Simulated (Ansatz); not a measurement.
`[F][SnH3]` + `F[C](F)F`• → `[F][SnH2]`• + trifluoromethane at 500 K and 1 bar (hydrogen abstraction from the Sn–H bond).

Isolated molecules relaxed with PBE0-D4/def2-TZVP in Ansatz; ΔE leaves out vibrations. CCSD(T)/CBS is the MP2 limit (def2-TZVPP, def2-QZVPP) plus CCSD(T) − MP2 in def2-TZVPP, frozen cores. This one scheme is used for every species. Open shells (•) are unrestricted, without spin–orbit coupling. def2 core potentials past Kr. For Sn outer-core shells are correlated without core-valence functions, which leaves a few kJ/mol of doubt a bond.

```csv
species,CCSD(T)/CBS energy (Eh),H − E (kJ/mol),S (J/(mol·K))
`[F][SnH3]`,-315.62493,83.7,298.9
`F[C](F)F`•,-337.34656,55.3,293.3
`[F][SnH2]`•,-314.99536,59.3,304.1
`FC(F)F`,-338.02896,90.5,290.1
```

H − E and S are ideal-gas, rigid-rotor, harmonic terms from PBE0-D4/def2-TZVP, with the whole ground term of open shells counted as degenerate. 1 Eh = 2625.50 kJ/mol, R = 8.31446 J/(mol·K).

Task: By hand: ΔE, ΔH, ΔS and ΔG.

Result: ΔE = (-314.99536) + (-338.02896) − (-315.62493) − (-337.34656) = -0.05283 Eh = -138.7 kJ/mol. Δ(H − E) = 59.3 + 90.5 − 83.7 − 55.3 = 10.8, so ΔH = -127.9 kJ/mol. ΔS = 304.1 + 290.1 − 298.9 − 293.3 = 2.0 J/(mol·K). ΔG = -127.9 − 500 × (2.0)/1000 = -128.9 kJ/mol.

Task: By hand: the equilibrium constant, and the temperature at which ΔG would vanish if ΔH and ΔS stayed fixed.

Result: log₁₀ K = −ΔG/(RT ln 10) = 13.5. ΔH and −TΔS have one sign here, so there is no such temperature. One of them is within its doubt of zero, so this could turn.

The number of gas molecules stays the same, so ΔS is small and ΔH decides. A doubt of 5 kJ/mol in ΔE shifts log₁₀ K by 0.5 here. These are equilibria of isolated gas molecules and say nothing of rates. Largest T1 diagnostic: 0.017 (customary marks: 0.02 for closed shells, 0.045 for open ones).
